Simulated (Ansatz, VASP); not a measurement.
## C in VASP and in Ansatz

```
C
1.0
     2.43230    0.00000    0.00000
    -1.21615    2.10643    0.00000
     0.00000    0.00000   12.11840
C
12
Direct
  0.00000 0.00000 0.18686
  0.00000 0.00000 0.68686
  0.00000 0.00000 0.31314
  0.00000 0.00000 0.81314
  0.33333 0.66667 0.52077
  0.66667 0.33333 0.02077
  0.33333 0.66667 0.97923
  0.66667 0.33333 0.47923
  0.33333 0.66667 0.64510
  0.66667 0.33333 0.14510
  0.33333 0.66667 0.85490
  0.66667 0.33333 0.35490
```

Alike in both runs: task single point; functional PBE; k mesh 12 × 12 × 2; occupations gaussian, width 0.05 eV; no spin polarisation.

|  | VASP | Ansatz |
| --- | --- | --- |
| version | VASP 6.6.1 | Ansatz 0.2.0 |
| potentials or method | VASP PAW PBE potentials, release 64 (C) | scalar-relativistic, plane waves, PAW |
| plane-wave cutoff (eV) | 520 | 520 |
| valence electrons in the cell | 48 | 48 |

```tsv
	VASP	Ansatz	Ansatz less VASP
gap on the k mesh at the Fermi level (eV)	4.74	4.75	+0.010
least direct gap on the mesh (eV)	5.50	5.50	+0.005
rms of the force components (eV/Å)	0.078	0.074	-0.0033
```

Atom by atom the forces differ by 0.003 eV/Å (rms over components).
